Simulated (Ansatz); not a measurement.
# Electron scattering at the Σ5 (210) boundary in fcc Ni with S (substitutional), part 2 of 3

Aim: the relaxed structure and the specific resistance of the Σ5 (210) boundary in fcc Ni with S (substitutional).

Ansatz 0.2.0; Ansatz plane-wave DFT, PBE, PAW files, collinear spin; relaxation of a bicrystal slab with its lowest layers held; PAW set soft_1 (the session's first sound run).

So far. Step 2 (Relaxing the bicrystal): The largest force component on a free atom ends at 0.028 eV/Å, under the tolerance of 0.03, after 8 steps.

## Step 3: Transmission across the boundary

Bulk layers of each grain are laid under and over the relaxed boundary, and a lead is named in the middle of each, away from the free faces. The mesh across the current, 20×20, is finer than the density's, because channels open and close sharply across the zone. Energies from -0.1 to 0.1 eV in steps of 0.05 eV are too few for the program's thermal sum, so it prints no conductance; for a metal the transmission near the Fermi level serves, at a fraction of the cost.

This step: Ansatz plane-wave DFT, PBE, PAW files, collinear spin; ballistic transport by layer matching (Landauer), zero bias; boundary relaxed in a short slab, bulk layers laid on; PAW set soft_1 (Ansatz 0.2.0).

System of this step: Σ5 (210) boundary in fcc Ni with S (substitutional). The cell holds 54 atoms: 53 Ni and 1 S. Its edges and angles: a = 4.316 Å, b = 3.524 Å, c = 49.812 Å, α = 90.0°, β = 90.0°, γ = 65.9°. It derives from Ni. Regions: lower grain, 22 atoms (22 Ni); boundary, 14 atoms (13 Ni and 1 S); upper grain, 18 atoms (18 Ni). Vacuum lies along c.

input.yaml

```yaml
crystal:
  lattice:
    - [4.3160009268, 0.0, 0.0]
    - [1.4386669756, 3.2169571544, 0.0]
    - [0.0, 0.0, 49.812444322]
  atoms:
    - { symbol: Ni, position: [-17.4, 8.6999999999, 0.080301219], spin: 1.0 }
    - { symbol: Ni, position: [-16.8, 8.3999999999, 0.0961203655], spin: 1.0 }
    - { symbol: Ni, position: [-16.2, 8.0999999999, 0.111939512], spin: 1.0 }
    - { symbol: Ni, position: [-15.6, 7.7999999999, 0.1277586586], spin: 1.0 }
    - { symbol: Ni, position: [-15.0, 7.4999999999, 0.1435778051], spin: 1.0 }
    - { symbol: Ni, position: [-14.4, 7.1999999999, 0.1593969516], spin: 1.0 }
    - { symbol: Ni, position: [-13.8, 6.8999999999, 0.1752160981], spin: 1.0 }
    - { symbol: Ni, position: [-13.2, 6.5999999999, 0.1910352446], spin: 1.0 }
    - { symbol: Ni, position: [-12.6, 6.2999999999, 0.2068543912], spin: 1.0 }
    - { symbol: Ni, position: [-12.0, 5.9999999999, 0.2226735377], spin: 1.0 }
    - { symbol: Ni, position: [-11.4, 5.6999999999, 0.2384926842], spin: 1.0 }
    - { symbol: Ni, position: [-10.8, 5.3999999999, 0.2543118307], spin: 1.0 }
    - { symbol: Ni, position: [-10.2, 5.0999999999, 0.2701309772], spin: 1.0 }
    - { symbol: Ni, position: [-9.6, 4.7999999999, 0.2859501238], spin: 1.0 }
    - { symbol: Ni, position: [-9.0, 4.5, 0.3017692703], spin: 1.0 }
    - { symbol: Ni, position: [-8.4, 4.2, 0.3175884168], spin: 1.0 }
    - { symbol: Ni, position: [-7.8, 3.9, 0.3334075633], spin: 1.0 }
    - { symbol: Ni, position: [-7.2, 3.6, 0.3492267098], spin: 1.0 }
    - { symbol: Ni, position: [-6.6, 3.3, 0.3650458564], spin: 1.0 }
    - { symbol: Ni, position: [-6.0, 3.0, 0.3808650029], spin: 1.0 }
    - { symbol: Ni, position: [-5.4, 2.7, 0.3966841494], spin: 1.0 }
    - { symbol: Ni, position: [-4.8, 2.4, 0.4125032959], spin: 1.0 }
    - { symbol: Ni, position: [0.8, 0.1, 0.4283224425], spin: 1.0 }
    - { symbol: Ni, position: [0.3979252194, 0.8010373903, 0.443995347], spin: 1.0 }
    - { symbol: Ni, position: [0.0003018106, 0.4998490947, 0.4596513422], spin: 1.0 }
    - { symbol: Ni, position: [0.5960396097, 0.2019801951, 0.4752971542], spin: 1.0 }
    - { symbol: Ni, position: [0.2084413444, 0.8957793278, 0.4917282485], spin: 1.0 }
    - { symbol: Ni, position: [0.8026355551, 0.5986822224, 0.506737441], spin: 1.0 }
    - { symbol: Ni, position: [0.4078784073, 0.2960607963, 0.5315439664], spin: 1.0 }
    - { symbol: S, position: [-0.0196390034, 0.0098195017, 0.5315851256] }
    - { symbol: Ni, position: [0.8037836254, 0.5981081873, 0.5565610094], spin: 1.0 }
    - { symbol: Ni, position: [0.2101957577, 0.8949021212, 0.5715255633], spin: 1.0 }
    - { symbol: Ni, position: [0.5969614529, 0.2015192736, 0.5877560308], spin: 1.0 }
    - { symbol: Ni, position: [0.0024852323, 0.4987573838, 0.603634922], spin: 1.0 }
    - { symbol: Ni, position: [0.4016858222, 0.7991570889, 0.6192452855], spin: 1.0 }
    - { symbol: Ni, position: [0.8027432236, 0.0986283882, 0.6349541436], spin: 1.0 }
    - { symbol: Ni, position: [-4.7972567764, 2.3986283882, 0.6507732902], spin: 1.0 }
    - { symbol: Ni, position: [-5.3972567764, 2.6986283882, 0.6665924367], spin: 1.0 }
    - { symbol: Ni, position: [-5.9972567764, 2.9986283882, 0.6824115832], spin: 1.0 }
    - { symbol: Ni, position: [-6.5972567764, 3.2986283882, 0.6982307297], spin: 1.0 }
    - { symbol: Ni, position: [-7.1972567764, 3.5986283882, 0.7140498762], spin: 1.0 }
    - { symbol: Ni, position: [-7.7972567764, 3.8986283882, 0.7298690228], spin: 1.0 }
    - { symbol: Ni, position: [-8.3972567764, 4.1986283882, 0.7456881693], spin: 1.0 }
    - { symbol: Ni, position: [-8.9972567764, 4.4986283882, 0.7615073158], spin: 1.0 }
    - { symbol: Ni, position: [-9.5972567764, 4.7986283882, 0.7773264623], spin: 1.0 }
    - { symbol: Ni, position: [-10.1972567764, 5.0986283882, 0.7931456088], spin: 1.0 }
    - { symbol: Ni, position: [-10.7972567764, 5.3986283882, 0.8089647554], spin: 1.0 }
    - { symbol: Ni, position: [-11.3972567764, 5.6986283881, 0.8247839019], spin: 1.0 }
    - { symbol: Ni, position: [-11.9972567764, 5.9986283881, 0.8406030484], spin: 1.0 }
    - { symbol: Ni, position: [-12.5972567764, 6.2986283881, 0.8564221949], spin: 1.0 }
    - { symbol: Ni, position: [-13.1972567764, 6.5986283881, 0.8722413414], spin: 1.0 }
    - { symbol: Ni, position: [-13.7972567764, 6.8986283881, 0.888060488], spin: 1.0 }
    - { symbol: Ni, position: [-14.3972567764, 7.1986283881, 0.9038796345], spin: 1.0 }
    - { symbol: Ni, position: [-14.9972567764, 7.4986283881, 0.919698781], spin: 1.0 }
magnetization:
  spin_polarized: true
kpoints:
  mp_grid: { grid: [8, 8, 1] }
hamiltonian:
  xc: pbe
  pseudopotentials: { kind: paw, azcp: { folder: soft_1 } }
scf:
  occupations: { method: fermi_dirac, width: 0.1 }
output:
  transmission:
    leads: [[12, 13], [43, 44]]
    kmesh: [20, 20]
    e_range: [-0.1, 0.1]
    de: 0.05
  write_potential: true
  write_density: true
  volumetric_format: npy
  elf: true
```

The run is started by

```sh
$ ansatz run input.yaml --threads 4 --pin off --max-ram 15360MiB --backend cpu --events-out ev --progress --plain --runs-dir out
```

Numbers of over 12 decimals in the logs are rounded to 6 here.

What it wrote:

```text
[...]
Crystal: 54 atoms, lattice volume = 691.615 Å³
Basis set: ecut = 420 eV, 13403 PW (Γ)
Bands: 608, of which v1, the nominal top of the filled ones, is band 480 counted from 1 (479 counted from 0)
Symmetry: 2 space group operations
[...]
k-points: 21 of 64 (time reversal used)
[...]
Starting moments: Σ|m| = 53 μB on 53 of 54 sites
[...]
SCF iter   1: F=—  HF=-310364.981059 eV  |F-HF|=—  |Δ(HF+E_count)|=         —  Δρ=4.55e-2 (↑4.55e-2 ↓3.44e-2)  dr2=7.49e1  dr2_m=2.39e0  M=41.916 μB ∫|m|=44.559 μB  β_m=0.30  ethr=3.10e-3  ⟨swp⟩=6.1  Hψ=99762  notcnv=0  defer=737
[...]
SCF iter  22: F=-310404.801001 eV  HF=-310404.801001 eV  |F-HF|=4.28e-8  |Δ(HF+E_count)|=  1.16e-10  Δρ=6.59e-7 (↑2.06e-7 ↓6.59e-7)  dr2=4.22e-8  dr2_m=4.98e-10  M=31.706 μB ∫|m|=36.032 μB  ethr=6.08e-12  ⟨swp⟩=1.0  Hψ=51241  notcnv=0
SCF 1 converged in 22 iterations: F = -310404.801001 eV  dr2 = 4.22e-8
[...]
transmission: 782 of 7770 steps passed
transmission: 1560 of 7770 steps passed
[...]
transmission: 7770 of 7770 steps passed
WARN: The input density's exchange-correlation potential varies sharply where the density is thin. Do not read a vacuum level from v_tot or v_xc, or from such a field of the output density. On a cell that repeats whose density bears no net charge and no dipole along the vacuum's axis use v_es (v_loc + v_h of the components); under efield.dipole_correction with no amplitude use v_es + v_field, which holds any external [...]
some or all of what a close reads of its open shells is tried by no SCF: some or all of their fillings by name were not asked, since the model of its bands would take too long in so large a cell. Whether a lower state lies along it is not known (a run that goes on reads the state that it goes on from)
SCF converged after 22 iterations
the last check of whether an eigenvalue changes by more than its tolerance under the output density was not made (no_room)
Magnetization: 31.7062 μB (495.8531 up, 464.1469 down)
Absolute magnetization: 36.0821 μB (∫|ρ↑−ρ↓|, with the PAW one-centre terms)
[...]
Per-site moments (μB) at R_I (Å): [(0.825255, 1.027886), (0.745379, 1.027886), (0.673553, 1.027886), (0.678151, 1.027886), (0.689345, 1.027886), (0.684710, 1.027886), (0.660315, 1.027886), (0.679613, 1.027886), (0.676694, 1.027886), (0.661325, 1.027886), (0.673910, 1.027886), (0.674508, 1.027886), (0.670356, 1.027886), (0.667092, 1.027886), (0.672591, 1.027886), (0.672587, 1.027886), (0.668848, 1.027886), (0.672587,  [...]
Free energy (F): -310404.801001 eV
[...]
Internal energy: -310401.899084 eV  (E = F + TS)
E sigma→0 (E₀):  -310403.350043 eV
Entropy (-TS):   -2.901917 eV (-53.739 meV/atom)
Fermi energy:    14.585685 eV
[...]
--- Band table (eV; the first three rows and the last of 42) ---
  k-point 0 ↑: bands = [... 476 lower, 14.0162, 14.0370, 14.0405, 14.0582, 14.0725, 14.0779, 14.0861, 14.0932, ... 124 higher]
  k-point 1 ↑: bands = [... 476 lower, 13.9793, 13.9899, 13.9949, 14.0021, 14.0055, 14.0102, 14.0224, 14.0305, ... 124 higher]
  k-point 2 ↑: bands = [... 476 lower, 13.9636, 13.9687, 13.9789, 13.9940, 14.0003, 14.0042, 14.0131, 14.0156, ... 124 higher]
  k-point 20 ↓: bands = [... 476 lower, 14.7585, 14.7588, 14.7804, 14.8001, 14.8189, 14.8219, 14.8357, 14.8567, ... 124 higher]
--- Transmission ---
  basis      : 117 plane waves across, 35 finite elements along
  points     : 111, standing for a mesh of 20 x 20
  energies   : 5 from -0.100000 to 0.100000 eV about the Fermi level, 0.050000 eV apart; the leads are filled to 0.000000 eV, and channels, transmission and decay are at 0.000000 eV
  crystal 0  : Ni3, at the sites [12, 13], period 2.3640 Å, over 18.12 Å; its Hamiltonian steps by up to 4.8 meV
    offset         : up to 0.0000 Å between an atom of the period and one for which it stands
    channels       : 1.822500e0 up, 4.790000e0 down
    conductance    : none, the energies end too early or step too widely for 300 K: set another output.transmission.e_range or a lower de, or, where they end at an eighth of basis.ecutwfc, a higher one
[...]
channels       : 1.822500e0 up, 4.795000e0 down
[...]
junction   : crystal 0 to crystal 1, 12.76 to 36.27 Å
    transmission   : 8.646210e-1 up, 1.471925e0 down
[...]
```

It took 1.6 h on 4 threads of Arm Neoverse V1, shared host; peak memory 9.2 GiB; 5.9 h of CPU time.

This step gave:

```
free energy                          : -310404.8010 eV
energy at zero smearing              : -310403.3500 eV
Fermi energy                         : 14.59 eV
magnetization                        : 31.71 μB
absolute magnetization               : 36.08 μB
cell area                            : 13.88 Å²
transmission, spin up                : 0.8646
transmission, spin down              : 1.472
open channels, spin up               : 1.823
open channels, upper lead, spin up   : 1.823
open channels, spin down             : 4.79
open channels, upper lead, spin down : 4.795
step of the lead's potential         : 4.8 meV
step of the upper lead's potential   : 2.5 meV
```

Per spin. Transmission, zone mean against energy, zero at the Fermi level:

```csv
energy (eV),T up,T down
-0.1000,0.869,1.37
-0.0500,0.878,1.42
0.0000,0.865,1.47
0.0500,0.868,1.51
0.1000,0.857,1.50
```

Per spin. The open channels, zone mean by energy, zero at the Fermi level:

```csv
energy (eV),lead up,upper lead up,lead down,upper lead down
-0.1000,1.72,1.72,4.53,4.54
-0.0500,1.75,1.75,4.68,4.68
0.0000,1.82,1.82,4.79,4.79
0.0500,1.83,1.83,4.79,4.79
0.1000,1.85,1.85,4.91,4.91
```

Transmission over k1 and k2. At 0.0000 eV from the Fermi level, spin up.

Ten even steps from '_' (0.06) to '@' (1.84):
```
::::--==++++==--::::..::::::....::::::..
----==++++++==----..::::++++++++++::::..
==++**####**++==::--::--========--::--::
**##%%@@%%##**==----==--======--==----==
##%%@@@@%%##++--::____..----..____::--++
##%%%%%%####--++==--==++++++==--==++--##
%%####%%**++======--::++++::--======++**
==%%==++++++--==================--++++++
----====++==--====++++++++====--==++====
----========--====++++++====--========--
--====++==--====++++++++====--==++====--
==++++++--==================--++++++==%%
%%**++======--::++++::--======++**%%####
####--++==--==++++++==--==++--####%%%%%%
##++--::____..----..____::--++##%%@@@@%%
**==----==--======--==----==**##%%@@%%##
==::--::--========--::--::==++**####**++
--..::::++++++++++::::..----==++++++==--
::..::::::....::::::..::::--==++++==--::
__::::--======--::::__::::--======--::::
```
Columns: k1 (b1) from -0.5 to 0.45; rows upwards: k2 (b2) from -0.5 to 0.45.

Open channels over k1 and k2. At 0.0000 eV from the Fermi level, spin up.

Ten even steps from '_' (1.00) to '@' (3.00):
```
@@@@@@@@@@@@@@@@@@@@@@++++++____++++++@@
@@@@@@@@@@@@@@@@@@++++______________++++
@@@@@@@@@@@@@@@@++____________________++
@@@@@@@@@@@@@@++______________________++
++@@@@@@@@++++________________________++
++++++++++++++______________________++++
++++++++++++++____________________++++++
++++++++++++++__________________++++++++
++++++++++++++________________++++++++++
++++++++++++__________________++++++++++
++++++++++++________________++++++++++++
++++++++++__________________++++++++++++
++++++++____________________++++++++++++
++++++______________________++++++++++++
++++________________________++++@@@@@@@@
@@++______________________++@@@@@@@@@@@@
@@++____________________++@@@@@@@@@@@@@@
@@++++______________++++@@@@@@@@@@@@@@@@
@@@@++++++____++++++@@@@@@@@@@@@@@@@@@@@
++@@@@@@@@@@@@@@@@@@++@@@@@@@@@@@@@@@@@@
```
Columns: k1 (b1) from -0.5 to 0.45; rows upwards: k2 (b2) from -0.5 to 0.45.

(Part 2 of 3 ends here.)

[Logs are printed without paths, hosts, clocks, repeated set-up lines and the standing remarks that a program may print on its own settings, such as how far it seeks lower states.]

[Hosts, paths, dates, database ids (printed as entryN), source tags and the programs' standing remarks are cut or masked in the printed files.]
